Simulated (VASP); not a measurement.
# CaSe (I4/mmm) in VASP: further runs

One crystal, CaSe, is run at these levels: PBE; tasks: single point.

All numbers are computed with VASP 6.6.1; they aren't measurements. Logs are shortened: lines on timing, memory, paths and dates and some standing lists are left out, and cuts for length are marked.

## (1) The structure

It takes space group I4/mmm (No. 139, tetragonal). Conventional cell: a = 4.377 Å, b = 4.377 Å, c = 5.876 Å, α = 90.00°, β = 90.00°, γ = 90.00°. Around Ca (site symmetry 4/mmm) lie 6 Se at 2.94 to 3.10 Å. Se (site symmetry 4/mmm) is surrounded by 6 Ca at 2.94 to 3.10 Å.

## (2) Single point, PBE (band edges of the strained film's bulk)

INCAR reads:

```
SYSTEM = CaSe
ALGO = Fast
EDIFF = 1E-7
ENCUT = 520
GGA = PE
ISIF = 2
ISMEAR = 0
ISYM = 0
LASPH = .True.
LCHARG = .False.
LREAL = .False.
LWAVE = .False.
NBANDS = 15
NELM = 100
PREC = Accurate
SIGMA = 0.1
```

KPOINTS reads:

```
k-points
0
Gamma
  8 8 12
  0 0 0
```

POSCAR reads:

```
CaSe
1.0
    4.3772217378      0.0000000000     -0.0000024563
    0.0000000000      4.3772217378     -0.0000024563
    2.1886092718      2.1886092718      2.9377902523
Ca Se
1 1
Direct
    0.0000000000      0.0000000000      0.0000000000
    0.5000000000      0.5000000000      0.0000000000
```

Potentials or basis: VASP PAW PBE potentials, release 64 (Ca_sv, Se).

Launch:

```
cat potpaw_PBE.64/Ca_sv/POTCAR potpaw_PBE.64/Se/POTCAR > POTCAR
mpirun -np 1 vasp_std > vasp.out
```

OUTCAR:

```text
SYSTEM = CaSe
   EDIFF = 1E-7
   ENCUT = 520
   GGA = PE
   ISIF = 2
   ISMEAR = 0
   ISYM = 0
   LASPH = .True.
   LREAL = .False.
   NELM = 100
   PREC = Accurate

 ion  position               nearest neighbor table
   1  0.000  0.000  0.000-   2 2.94   2 2.94
   2  0.500  0.500  0.000-   1 2.94   1 2.94

IMPORTANT INFORMATION: All symmetrisations will be switched off!
NOSYMM: (Re-)initialisation of all symmetry stuff for point group C_1.

----------------------------------------------------------------------------------------

                                     Primitive cell

  volume of cell :      56.2883

  direct lattice vectors                    reciprocal lattice vectors
     4.377221738  0.000000000 -0.000002456     0.228455318 -0.000000096 -0.170195683
     0.000000000  4.377221738 -0.000002456    -0.000000096  0.228455318 -0.170195683
     2.188609272  2.188609272  2.937790252     0.000000191  0.000000191  0.340391613

  length of vectors
     4.377221738  4.377221738  4.267391786     0.284883138  0.284883138  0.340391613

  position of ions in fractional coordinates (direct lattice)
     0.000000000  0.000000000  0.000000000
     0.500000000  0.500000000  0.000000000

  ion indices of the primitive-cell ions
   primitive index   ion index
                 1           1
                 2           2

----------------------------------------------------------------------------------------

 KPOINTS: k-points

Automatic generation of k-mesh.
 Grid dimensions read from file:
 generate k-points for:    8    8   12

 Generating k-lattice:

  Cartesian coordinates                     Fractional coordinates (reciprocal lattice)
     0.028556915 -0.000000012 -0.021274460     0.125000000  0.000000000 -0.000000000
    -0.000000012  0.028556915 -0.021274460     0.000000000  0.125000000 -0.000000000
     0.000000016  0.000000016  0.028365968     0.000000000  0.000000000  0.083333333

  Length of vectors
     0.035610392  0.035610392  0.028365968

  Shift w.r.t. Gamma in fractional coordinates (k-lattice)
     0.000000000  0.000000000  0.000000000

 -----------------------------------------------------------------------------
|                                                                             |
|           W    W    AA    RRRRR   N    N  II  N    N   GGGG   !!!           |
|           W    W   A  A   R    R  NN   N  II  NN   N  G    G  !!!           |
|           W    W  A    A  R    R  N N  N  II  N N  N  G       !!!           |
|           W WW W  AAAAAA  RRRRR   N  N N  II  N  N N  G  GGG   !            |
|           WW  WW  A    A  R   R   N   NN  II  N   NN  G    G                |
|           W    W  A    A  R    R  N    N  II  N    N   GGGG   !!!           |
|                                                                             |
[... 82 lines left out ...]
     AMIX     =   0.40;   BMIX     =  1.00
     AMIX_MAG =   1.60;   BMIX_MAG =  1.00
  volume/ion in A,a.u.               =      28.14       189.93
  Fermi-wavevector in a.u.,A,eV,Ry     =   1.076404  2.034109 15.764338  1.158646
  Thomas-Fermi vector in A             =   2.212288
   LORBIT       =      0    0 simple, 1 ext, 2 COOP (PROOUT), +10 PAW based schemes
   GGA     = PE    functional components
   LHFCALC =     F    Hartree Fock is set to
   AEXX    =    0.0000 exact exchange contribution
   IVDW    =     0    specifies the selected vdW correction
   LEPSILON=     F    determine dielectric tensor
   LRPA    =     F    only Hartree local field effects (RPA)
 non-spin polarized calculation
 RMM-DIIS sequential band-by-band and
 Gauss-broadening in eV      SIGMA  =   0.10
  energy-cutoff  :      520.00
  volume of cell :       56.29
 maximum number of plane-waves:      1540
 NGX is ok and might be reduce to    36
   NGX = 17   NGY = 17   NGZ = 15

 number of electron      16.0000000 magnetization

 Free energy of the ion-electron system (eV)
  ---------------------------------------------------
  ext. energy  EPLUGINS =         0.00000000
  ---------------------------------------------------
  free energy    TOTEN  =        -9.43875237 eV

  energy without entropy =       -9.43875237  energy(sigma->0) =       -9.43875237

 E-fermi :   2.3549     XC(G=0):  -8.8013

 val. band max:        1.8934773804   @ k =   0.0000   0.0000   0.0000
 cond. band min:       4.0760610295   @ k =   0.0000   0.0000   0.5000
 fundamental gap:      2.1825836491
 Fermi energy:         2.3548873501

 k-point     1 :       0.0000    0.0000    0.0000
  band No.  band energies     occupation
      1     -38.1122      2.00000
      2     -19.0996      2.00000
      3     -19.0996      2.00000
      4     -19.0801      2.00000
      5      -9.6401      2.00000
      6       1.8849      2.00000
      7       1.8935      2.00000
      8       1.8935      2.00000
      9       4.7380      0.00000
     10       5.5121      0.00000
     11       5.5121      0.00000
     12       5.8171      0.00000
     13       6.0176      0.00000
     14       6.2644      0.00000
[... 401 lines left out ...]
      2     -19.1514      2.00000
      3     -19.1282      2.00000
      4     -19.0979      2.00000
      5      -9.0804      2.00000
      6      -0.5825      2.00000
      7       0.2442      2.00000
      8       0.8520      2.00000
      9       6.1810      0.00000
     10       6.8098      0.00000
     11       7.1167      0.00000
     12       7.3623      0.00000
     13       8.2784      0.00000
     14       8.5940      0.00000
     15      10.1056      0.00000

 [... further k-points ...]

------------------------ aborting loop because EDIFF is reached ----------------------------------------

  FORCE on cell =-STRESS in cart. coord.  units (eV):
  Direction    XX          YY          ZZ          XY          YZ          ZX
  --------------------------------------------------------------------------------------
  -------------------------------------------------------------------------------------
  Total       -1.2051739     -1.2051705      0.0640301     -0.0000098      0.0000035      0.0000040
  in kB      -34.3037851    -34.3036902      1.8225376     -0.0002785      0.0001006      0.0001152
  external PRESSURE =     -22.2616459 kB  Pullay stress =       0.0000000 kB

 VOLUME and BASIS-vectors are now :
 -----------------------------------------------------------------------------
  energy-cutoff  :      520.00
  volume of cell :       56.29
      direct lattice vectors                 reciprocal lattice vectors
     4.377221738  0.000000000 -0.000002456     0.228455318 -0.000000096 -0.170195683
     0.000000000  4.377221738 -0.000002456    -0.000000096  0.228455318 -0.170195683
     2.188609272  2.188609272  2.937790252     0.000000191  0.000000191  0.340391613

 POSITION                                       TOTAL-FORCE (eV/Angst)
 -----------------------------------------------------------------------------------
      0.00000      0.00000      0.00000        -0.000001     -0.000000      0.000000
      2.18861      2.18861     -0.00000         0.000001      0.000000     -0.000000
 -----------------------------------------------------------------------------------
    total drift:                               -0.000002     -0.000002     -0.000001

  FREE ENERGIE OF THE ION-ELECTRON SYSTEM (eV)
  ---------------------------------------------------
  free  energy   TOTEN  =        -9.4387523745 eV

  energy  without entropy=       -9.4387523745  energy(sigma->0) =       -9.43875237
```

Wall time 8.8 min (1 thread of Intel Xeon Platinum 8488C (Sapphire Rapids), shared host); peak memory 0.47 GiB.

What came out:

```
Free energy            : -9.4388 eV
Pressure               : -2.2 GPa
Band gap on the k mesh : 2.18 eV, indirect (least direct gap 2.84 eV)
```

Stress tensor (GPa, compression positive):
```
-3.43  0.00  0.00
 0.00 -3.43  0.00
 0.00  0.00  0.18
```

A k mesh can miss the band edges.

## (3) Single point, PBE

INCAR reads:

```
SYSTEM = CaSe
PREC     = Accurate       ! precision mode
ENCUT    = 520            ! plane-wave cutoff, eV
EDIFF    = 1E-6           ! SCF threshold, eV
ISMEAR   = 0              ! smearing method
SIGMA    = 0.1            ! smearing width, eV
LREAL    = .False.        ! projectors in reciprocal space
LASPH    = .True.         ! aspherical terms in the spheres
NELM     = 100            ! most SCF steps
ALGO     = Fast           ! electronic algorithm
ISIF     = 2              ! what is computed and relaxed
LWAVE    = .False.        ! write WAVECAR
LCHARG   = .True.         ! write CHGCAR
GGA      = PE             ! functional
LELF     = .True.         ! ELF
LVHAR    = .True.       
NBANDS   = 15             ! bands
ISYM     = 0
```

KPOINTS reads:

```
Automatic mesh
0
Gamma
  8 8 12
  0 0 0
```

POSCAR is that of step 2.

Potentials or basis: VASP PAW PBE potentials, release 64 (Ca_sv, Se).

Launch:

```
cat potpaw_PBE.64/Ca_sv/POTCAR potpaw_PBE.64/Se/POTCAR > POTCAR
mpirun -np 1 vasp_std > vasp.out
```

It took 3.1 min on 1 thread of Intel Xeon 6975P-C (Granite Rapids), shared host; peak memory 0.47 GiB.

It converged, with:

| Quantity | Value |
| --- | --- |
| Free energy | -9.4388 eV |
| Pressure | -2.2 GPa |
| Band gap on the k mesh | 2.18 eV, indirect (least direct gap 2.84 eV) |

Stress tensor (GPa, compression positive):
```
-3.43  0.00  0.00
 0.00 -3.43  0.00
 0.00  0.00  0.19
```

Levels at points of the mesh, in eV from the valence-band top:
```
           k point  band 5  band 6  band 7  band 8  band 9  band 10  band 11  band 12
(0.00, 0.00, 0.00)  -11.53   -0.01    0.00    0.00    2.84     3.62     3.62     3.92
(0.50, 0.00, 0.00)  -10.97   -2.98   -1.05   -1.04    4.36     5.20     5.30     5.35
(0.00, 0.50, 0.00)  -10.97   -2.98   -1.05   -1.04    4.36     5.20     5.30     5.35
(0.50, 0.50, 0.00)  -11.07   -2.35   -0.86   -0.73    2.22     4.59     4.98     5.66
(0.00, 0.00, 0.50)  -11.02   -2.22   -0.97   -0.97    2.18     4.67     4.96     5.74
(0.50, 0.00, 0.50)  -10.97   -2.98   -1.05   -1.04    4.36     5.20     5.30     5.35
(0.00, 0.50, 0.50)  -10.97   -2.98   -1.05   -1.04    4.36     5.20     5.30     5.35
(0.50, 0.50, 0.50)  -11.07   -2.35   -0.86   -0.73    2.22     4.59     4.98     5.66
```

## (4) Single point, PBE

This run uses another cell than the first one, of 27.27 Å³/atom, 0.969 times its volume.

INCAR reads:

```
SYSTEM = CaSe
ALGO = Fast
EDIFF = 1E-6
ENCUT = 520
GGA = PE
ISIF = 2
ISMEAR = 0
ISYM = 0
LASPH = .TRUE.
LCHARG = .FALSE.
LREAL = .FALSE.
LWAVE = .FALSE.
NBANDS = 15
NELM = 100
PREC = Accurate
SIGMA = 0.1
```

KPOINTS reads:

```
k-points
0
G
  8 8 12
  0 0 0
```

POSCAR reads:

```
CaSe
1.0
    4.3772217378      0.0000000000      0.0000000000
    0.0000000000      4.3772217378      0.0000000000
    2.1886108689      2.1886108689      2.8461132236
Ca Se
1 1
Direct
    0.0000000000      0.0000000000      0.0000000000
    0.5000000000      0.5000000000      0.0000000000
```

Potentials or basis: VASP PAW PBE potentials, release 64 (Ca_sv, Se).

Launch:

```
cat potpaw_PBE.64/Ca_sv/POTCAR potpaw_PBE.64/Se/POTCAR > POTCAR
mpirun -np 1 vasp_std > vasp.out
```

OUTCAR:

```text
SYSTEM = CaSe
   EDIFF = 1E-6
   ENCUT = 520
   GGA = PE
   ISIF = 2
   ISMEAR = 0
   ISYM = 0
   LASPH = .TRUE.
   LREAL = .FALSE.
   NELM = 100
   PREC = Accurate

 ion  position               nearest neighbor table
   1  0.000  0.000  0.000-   2 2.85   2 2.85
   2  0.500  0.500  0.000-   1 2.85   1 2.85

IMPORTANT INFORMATION: All symmetrisations will be switched off!
NOSYMM: (Re-)initialisation of all symmetry stuff for point group C_1.

----------------------------------------------------------------------------------------

[... 608 lines left out ...]
  FORCE on cell =-STRESS in cart. coord.  units (eV):
  Direction    XX          YY          ZZ          XY          YZ          ZX
  --------------------------------------------------------------------------------------
  -------------------------------------------------------------------------------------
  Total       -0.9954219     -0.9954224      1.5360807      0.0000002      0.0000403      0.0000409
  in kB      -29.2461371    -29.2461517     45.1310400      0.0000055      0.0011849      0.0012017
  external PRESSURE =      -4.4537496 kB  Pullay stress =       0.0000000 kB

 VOLUME and BASIS-vectors are now :
 -----------------------------------------------------------------------------
  energy-cutoff  :      520.00
  volume of cell :       54.53
      direct lattice vectors                 reciprocal lattice vectors
     4.377221738  0.000000000  0.000000000     0.228455413  0.000000000 -0.175678183
     0.000000000  4.377221738  0.000000000     0.000000000  0.228455413 -0.175678183
     2.188610869  2.188610869  2.846113224     0.000000000  0.000000000  0.351356366

 POSITION                                       TOTAL-FORCE (eV/Angst)
 -----------------------------------------------------------------------------------
      0.00000      0.00000      0.00000        -0.000000     -0.000000     -0.000001
      2.18861      2.18861      0.00000         0.000000      0.000000      0.000001
 -----------------------------------------------------------------------------------
    total drift:                                0.000001      0.000009     -0.000002

  FREE ENERGIE OF THE ION-ELECTRON SYSTEM (eV)
  ---------------------------------------------------
  free  energy   TOTEN  =        -9.4141194722 eV

  energy  without entropy=       -9.4141194722  energy(sigma->0) =       -9.41411947
```

It took 3 min on 1 thread of Intel Xeon 6975P-C (Granite Rapids), shared host; peak memory 0.46 GiB.

What came out:

```yaml
Free_energy: -9.4141 eV
Pressure: -0.4 GPa
Band_gap_on_the_k_mesh: 2.10 eV, indirect (least direct gap 2.86 eV)
```

## (5) The runs side by side

```csv
cell,gap on the mesh (eV),pressure (GPa)
band edges of the strained film's bulk,2.18,-2.2
"I4/mmm, 28.14 Å³/atom",2.18,-2.2
"I4/mmm, 27.27 Å³/atom",2.10,-0.4
```

Alike in all rows: task single point; level PBE; potentials or basis VASP PAW PBE potentials, release 64 (Ca_sv, Se); no spin polarisation; k mesh 8 × 8 × 12; cutoff (eV) 520; smearing gaussian 0.1 eV.

Absolute energies hang on the potentials; compare differences alone.
